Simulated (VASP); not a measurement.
# AlN (P6_3mc): a series in a change of volume, part 3 of 3

Wanted: the response of AlN to a change of volume, as a table, with a fit that predicts a row left out.

VASP 6.6.1, plane waves and PAW; the level of theory is named at each step.

So far: Set-up; Relax the crystal, LDA; Relax at fixed volume, LDA; Dielectric response, LDA.

### Step 5. Band edges, TB-mBJ with spin-orbit coupling

Short lines in KPOINTS_OPT sample the zone centre, for masses, and the other valleys.

Level: TB-mBJ, spin-orbit coupling; plane waves and PAW (Al, N).

TB-mBJ has no energy functional, so the total energy, stress and pressure in this output mean nothing.

INCAR reads:

```
SYSTEM = AlN
PREC = Accurate
ENCUT = 600
EDIFF = 1E-06
NELM = 150
ISMEAR = 0
SIGMA = 0.02
LREAL = .FALSE.
ALGO = Normal
METAGGA = MBJ
LASPH = .TRUE.
LNONCOLLINEAR = .TRUE.
MAGMOM = 0 0 0 0 0 0 0 0 0 0 0 0
NBANDS = 26
GGA_COMPAT = .FALSE.
LSORBIT = .TRUE.
LWAVE = .FALSE.
LCHARG = .FALSE.
KPAR = 4
```

POSCAR reads:

```
AlN
1.0
    3.0722163816      0.0000000000      0.0000000000
   -1.5361081908      2.6606174328      0.0000000000
    0.0000000000      0.0000000000      4.9099045753
Al N
2 2
Direct
    0.3333333333      0.6666666667      0.9998075814
    0.6666666667      0.3333333333      0.4998075814
    0.3333333333      0.6666666667      0.3821924186
    0.6666666667      0.3333333333      0.8821924186
```

KPOINTS reads:

```
Automatic mesh
0
Gamma
9 9 5
0 0 0
```

KPOINTS_OPT reads:

```
Line mode
6
Line-mode
Reciprocal
  0.00000000   0.00000000   0.00000000
  0.00000000   0.00000000   0.03907178

  0.00000000   0.00000000   0.00000000
 -0.02444792   0.01222396   0.00000000

  0.50000000   0.00000000   0.00000000
  0.50000000   0.00000000   0.50000000

  0.33333333   0.33333333   0.00000000
  0.33333333   0.33333333   0.50000000
```

Potentials, in the order of the species: Al and N (LDA family, release 64).

Command:

```console
mpirun -np 4 vasp_ncl
```

Output:

```text
[banner, memory and clock lines left out]
running    4 mpi-ranks, on    1 nodes
[...]
|                                                                             |
|               ----> ADVICE to this user running VASP <----                  |
|                                                                             |
|     You enforced a specific xc type in the INCAR file but a different       |
|     [... a line on the potential file left out ...]
|     I HOPE YOU KNOW WHAT YOU ARE DOING!                                     |
|                                                                             |

 LDA part: xc-table for (None), standard interpolation
 POSCAR, INCAR and KPOINTS ok, starting setup
[...]
entering main loop
       N       E                     dE             d eps       ncg     rms          rms(c)
DAV:   1     0.546828370643E+02    0.54683E+02   -0.82184E+03  3120   0.125E+03
DAV:   2    -0.400825109160E+02   -0.94765E+02   -0.88847E+02  4176   0.237E+02
DAV:   3    -0.450998434441E+02   -0.50173E+01   -0.49874E+01  4194   0.548E+01
DAV:   4    -0.451349801693E+02   -0.35137E-01   -0.35125E-01  3516   0.533E+00
[...]
DAV:  66    -0.334622661033E+02   -0.28471E-05   -0.60552E-12  1626   0.176E-05    0.380E-06
DAV:  67    -0.334622672041E+02   -0.11008E-05   -0.12621E-12  1626   0.855E-06    0.218E-06
DAV:  68    -0.334622681997E+02   -0.99559E-06   -0.10336E-12  1626   0.519E-06
   1 F= -.33462268E+02 E0= -.33462268E+02  d E =-.387550E-11  mag=     0.0000     0.0000    -0.0000
 Start KPOINTS_OPT (optional k-point list driver)
k-point batch [1-24\24]
       N       E                     dE             ncg
DAV:   1     0.298149496105E+04   -0.58256E+04     1248
DAV:   2     0.831973824667E+03   -0.21495E+04     1650
DAV:   3     0.732756318995E+03   -0.99218E+02     1686
DAV:   4     0.732059051760E+03   -0.69727E+00     1464
DAV:   5     0.732050971706E+03   -0.80801E-02     1540
DAV:   6     0.732050812424E+03   -0.15928E-03     1550
DAV:   7     0.732050808460E+03   -0.39639E-05     1446
DAV:   8     0.732050808318E+03   -0.14194E-06     1130
```

Run time: 9.2 min. Hardware: 4 MPI ranks of AMD EPYC 7R43, shared host; peak memory 1.7 GiB; 36 min of CPU time.

From OUTCAR (step 5):

```text
  Total       44.0335629     44.0335629     44.4110774      0.0000000      0.0000000      0.0000000
  in kB     1757.8714977   1757.8714982   1772.9423206      0.0000000      0.0000000      0.0000000
  external PRESSURE =    1762.8951055 kB  Pullay stress =       0.0000000 kB

 POSITION                                       TOTAL-FORCE (eV/Angst)
 -----------------------------------------------------------------------------------
     -0.00000      1.77374      4.90896         0.000000     -0.000000      0.092609
      1.53611      0.88687      2.45401        -0.000000      0.000000      0.092609
     -0.00000      1.77374      1.87653        -0.000000      0.000000     -0.092609
      1.53611      0.88687      4.33148         0.000000     -0.000000     -0.092609
 -----------------------------------------------------------------------------------
    total drift:                               -0.000000      0.000000      0.482733

  FREE ENERGIE OF THE ION-ELECTRON SYSTEM (eV)
  ---------------------------------------------------
  free  energy   TOTEN  =       -33.4622681997 eV

  energy  without entropy=      -33.4622681997  energy(sigma->0) =      -33.46226820

[... 1 part as in an earlier step ...]

[... 2 further parts left out ...]
[key lines of the parts left out:]
E-fermi :   6.6934
```

### Step 6. Band edges, r2SCAN

Short lines in KPOINTS_OPT sample the zone centre, for masses, and the other valleys.

Level: r2SCAN; plane waves and PAW (Al, N).

INCAR reads:

```
SYSTEM = AlN
PREC = Accurate
ENCUT = 600
EDIFF = 1E-06
NELM = 100
ISMEAR = 0
SIGMA = 0.02
LREAL = .FALSE.
ALGO = Normal
METAGGA = R2SCAN
LASPH = .TRUE.
NBANDS = 13
LWAVE = .FALSE.
LCHARG = .FALSE.
KPAR = 4
```

POSCAR is that of step 5.

KPOINTS is that of step 5.

KPOINTS_OPT is that of step 5.

Command:

```console
mpirun -np 4 vasp_std
```

Output:

```text
[banner, memory and clock lines left out]
running    4 mpi-ranks, on    1 nodes
[...]
[... a notice as in an earlier step ...]

 LDA part: xc-table for (None), standard interpolation
 POSCAR, INCAR and KPOINTS ok, starting setup
[...]
entering main loop
       N       E                     dE             d eps       ncg     rms          rms(c)
DAV:   1    -0.309269488726E+02   -0.30927E+02   -0.84161E+03   936   0.127E+03
DAV:   2    -0.120866330886E+03   -0.89939E+02   -0.82641E+02  1351   0.231E+02
DAV:   3    -0.125007918068E+03   -0.41416E+01   -0.41245E+01  1261   0.503E+01
DAV:   4    -0.125034160466E+03   -0.26242E-01   -0.26239E-01  1046   0.504E+00
[...]
DAV:  11    -0.116100772578E+03    0.90487E-04   -0.10883E-04  1151   0.879E-02    0.216E-02
DAV:  12    -0.116100773926E+03   -0.13480E-05   -0.27537E-06  1171   0.150E-02    0.123E-02
DAV:  13    -0.116100773322E+03    0.60452E-06   -0.40760E-06  1126   0.165E-02
   1 F= -.11610077E+03 E0= -.11610077E+03  d E =-.355876E-14
 Start KPOINTS_OPT (optional k-point list driver)
k-point batch [1-24\24]
       N       E                     dE             ncg
DAV:   1     0.288711402019E+04   -0.70617E+04      624
DAV:   2     0.848683415975E+03   -0.20384E+04      874
DAV:   3     0.762882179931E+03   -0.85801E+02      839
DAV:   4     0.762235940549E+03   -0.64624E+00      729
DAV:   5     0.762228415197E+03   -0.75254E-02      819
DAV:   6     0.762228268807E+03   -0.14639E-03      729
DAV:   7     0.762228265387E+03   -0.34196E-05      738
DAV:   8     0.762228265175E+03   -0.21166E-06      522
```

Wall time 59 s (4 MPI ranks); peak memory 0.66 GiB; 3.5 min of CPU time.

OUTCAR, selected parts (step 6):

```text
  Total        1.7688034      1.7688034      1.8018614      0.0000000     -0.0000000      0.0000000
  in kB       70.6127068     70.6127069     71.9324226      0.0000000     -0.0000000      0.0000000
  external PRESSURE =      71.0526121 kB  Pullay stress =       0.0000000 kB

 POSITION                                       TOTAL-FORCE (eV/Angst)
 -----------------------------------------------------------------------------------
     -0.00000      1.77374      4.90896         0.000000      0.000000      0.002698
      1.53611      0.88687      2.45401        -0.000000     -0.000000      0.002698
     -0.00000      1.77374      1.87653         0.000000      0.000000     -0.002698
      1.53611      0.88687      4.33148        -0.000000      0.000000     -0.002698
 -----------------------------------------------------------------------------------
    total drift:                               -0.000000      0.000000     -0.007472

  FREE ENERGIE OF THE ION-ELECTRON SYSTEM (eV)
  ---------------------------------------------------
  free  energy   TOTEN  =      -116.1007733218 eV

  energy  without entropy=     -116.1007733218  energy(sigma->0) =     -116.10077332

[... 1 part as in an earlier step ...]

[... 2 further parts left out ...]
[key lines of the parts left out:]
E-fermi :   6.3919
```

Numbers from this step:

```
energy(sigma→0) of the program : -116.1008 eV
stress, compression positive   : xx, yy, zz 7.06, 7.06, 7.19 GPa
```

The run ends at a pressure of 7.11 GPa, with forces up to 0.0027 eV/Å.

### Step 7. All members

Runs beyond LDA use the data sets made with LDA; this shifts their levels slightly, and their total energies have another zero (at TB-mBJ, which has no energy functional, they mean nothing).

The other members went through these steps as far as the tables show, with the same cutoff and, step by step, the same mesh; 33 runs are not shown, of which 1 ended short or failed. The session took 7.6 core hours (wall time by ranks) on a shared machine.

The dielectric columns come from linear-response runs at LDA, run where the gap exceeds a picked 1.2 eV, on a mesh of 8×8×5.

```csv
volume over the relaxed volume,volume (Å³/atom),pressure (GPa),energy above the unstrained row (meV/atom),"gap on the mesh, LDA (eV)",ε∞ (mean),static ε (mean),"largest Born charge, mean of the diagonal (e)",lowest optical mode (cm⁻¹),highest mode without LO–TO splitting (cm⁻¹)
0.940,9.624,14.688,27.435,4.925,4.382,7.900,2.558,238.364,784.052
0.960,9.829,9.301,11.928,4.746,4.413,8.067,2.560,238.703,765.525
0.980,10.033,4.411,2.984,4.572,4.445,8.244,2.562,239.038,747.984
0.990,10.136,2.139,0.782,4.485,4.462,8.336,2.563,239.220,739.431
1,10.238,-0.024,0.000,4.401,4.480,8.428,2.564,239.266,731.292
1.010,10.341,-2.088,0.570,4.315,4.498,8.525,2.565,239.376,723.274
1.020,10.443,-4.051,2.422,4.233,4.516,8.621,2.567,239.342,715.655
1.040,10.648,-7.703,9.756,4.070,4.554,8.821,2.569,239.385,700.962
1.060,10.852,-11.016,21.538,3.910,4.594,9.033,2.571,239.375,686.617
```

A cubic of the pressure in ln(V/V₀) through all rows has the slope −B at V₀: B = 211 GPa, and its curvature gives B′ = 3.9.

Band edges at TB-mBJ with spin-orbit coupling, counted from the valence-band top at Γ, spin-orbit pairs averaged, with one row partly withheld:

```csv
volume over the relaxed volume,gap (eV),conduction band at Γ (eV),lowest conduction level on M–L (eV),second valence level below the top (eV),third valence level below the top (eV)
0.960,5.887,5.887,6.618,0.273,0.285
0.980,5.709,5.709,6.551,0.247,0.259
0.990,5.621,5.622,6.517,0.236,0.248
1,5.535,5.535,6.484,0.224,0.237
1.010,5.448,5.448,6.450,0.217,0.229
1.020,?,?,6.417,0.206,0.219
1.040,5.198,5.198,6.350,0.189,0.201
1.060,5.033,5.033,6.281,0.176,0.189
```

Conduction masses, in electron masses:

```csv
volume over the relaxed volume,"conduction mass at Γ, along the strain axis or the normal of the plane","conduction mass at Γ, across the strain axis or in the plane"
0.960,0.348,0.360
0.980,0.342,0.354
0.990,0.336,0.348
1,0.335,0.348
1.010,0.329,0.346
1.020,0.326,0.340
1.040,0.319,0.333
1.060,0.313,0.329
```

Band edges at r2SCAN, counted from the valence-band top at Γ:

```csv
volume over the relaxed volume,gap (eV),conduction band at Γ (eV),lowest conduction level on M–L (eV),second valence level below the top (eV),third valence level below the top (eV)
0.940,5.610,5.611,5.869,0.324,0.324
0.960,5.422,5.423,5.810,0.292,0.292
0.980,5.240,5.240,5.751,0.265,0.265
0.990,5.149,5.149,5.721,0.253,0.253
1,5.061,5.061,5.692,0.241,0.241
1.010,4.971,4.971,5.662,0.233,0.233
1.020,4.884,4.884,5.633,0.222,0.222
1.040,4.713,4.713,5.575,0.203,0.203
1.060,4.545,4.545,5.515,0.190,0.190
```

Conduction masses, in electron masses:

```csv
volume over the relaxed volume,"conduction mass at Γ, along the strain axis or the normal of the plane","conduction mass at Γ, across the strain axis or in the plane"
0.940,0.331,0.338
0.960,0.323,0.331
0.980,0.315,0.325
0.990,0.310,0.321
1,0.305,0.317
1.010,0.303,0.315
1.020,0.298,0.312
1.040,0.290,0.304
1.060,0.283,0.298
```

### Step 8. Working out the slope

The quantity to fit is the conduction level at Γ above the mean of the three top valence levels at TB-mBJ with spin-orbit coupling: 6.073, 5.878, 5.783, 5.689, 5.597, 5.328, 5.155 eV in the rows shown.

Fitting a parabola to the 7 known rows (u: logarithm of the volume ratio) gives E = 2.383 u² − 9.306 u + 5.689 in eV; the residuals are 5.7e-5 eV r.m.s.

For the withheld row, u = 0.01980, the fit gives 5.5059 eV.

### Step 9. The withheld row

The calculation gives 5.5058 eV, so the prediction is 0.0001 eV too high.

### Step 10. What came out

```json
{"bulk modulus": "211 GPa", "gap of the unstrained cell, TB-mBJ with spin-orbit coupling": "5.54 eV", "gap of the unstrained cell, r2SCAN": "5.06 eV", "dE/d ln V of the conduction level at Γ above the mean of the three top valence levels, TB-mBJ with spin-orbit coupling": "-9.31 eV", "error of the predicted row": "0.1 meV"}
```

**Reading.** The slope of the energy gives 0.15 GPa at the relaxed volume where the pressure column has -0.02 GPa, a mark of the finite basis. The electronic dielectric constant goes from 4.38 at 0.94 to 4.59 at 1.06 of the relaxed volume; d ln / d ln V = 0.39. The static dielectric constant goes from 7.90 at 0.94 to 9.03 at 1.06 of the relaxed volume; d ln / d ln V = 1.12. The highest mode without LO–TO splitting (cm⁻¹) goes from 784 at 0.94 to 687 at 1.06 of the relaxed volume; d ln / d ln V = -1.10; the highest mode need not be the same one at all volumes. At TB-mBJ with spin-orbit coupling the lowest conduction valley is Γ throughout, and the gap runs between 5.03 and 5.89 eV. At r2SCAN the lowest conduction valley is Γ throughout, and the gap runs between 4.54 and 5.61 eV. Hole masses are left out throughout, since the top bands are degenerate or cross in many series; of conduction masses, those of the Γ, L and (for Si and Ge under (001) strain) Δ valleys are kept where they change by under an eighth between rows. A measured gap of unstrained AlN is 6.09 eV (arxiv:2305.10542, direct gap at Gamma, from Gamma5 n->infinity transition (exciton continuum) in CL, 10 K); the static gaps here belong to the lattice relaxed at LDA. TB-mBJ is a potential fitted for gaps; it has no energy functional, so its total energies and forces mean nothing, and its bands tend to come out too narrow. r2SCAN opens gaps somewhat over GGA but leaves them below measured values as a rule. Spin-orbit coupling is left out at r2SCAN, so the valence splittings there lack it. Temperature, zero-point motion and excitons are left out.

[Lines on the potential files, build, host, timing and source positions are cut from VASP's logs without a mark.]

[Logs are printed without paths, hosts, clocks, repeated set-up lines and the standing remarks that a program may print on its own settings, such as how far it seeks lower states.]

[Hosts, paths, dates, database ids (printed as entryN), source tags and the programs' standing remarks are cut or masked in the printed files.]

[In band tables of VASP the shares of atoms and orbitals are scaled to a sum of 1 inside the atoms' spheres.]
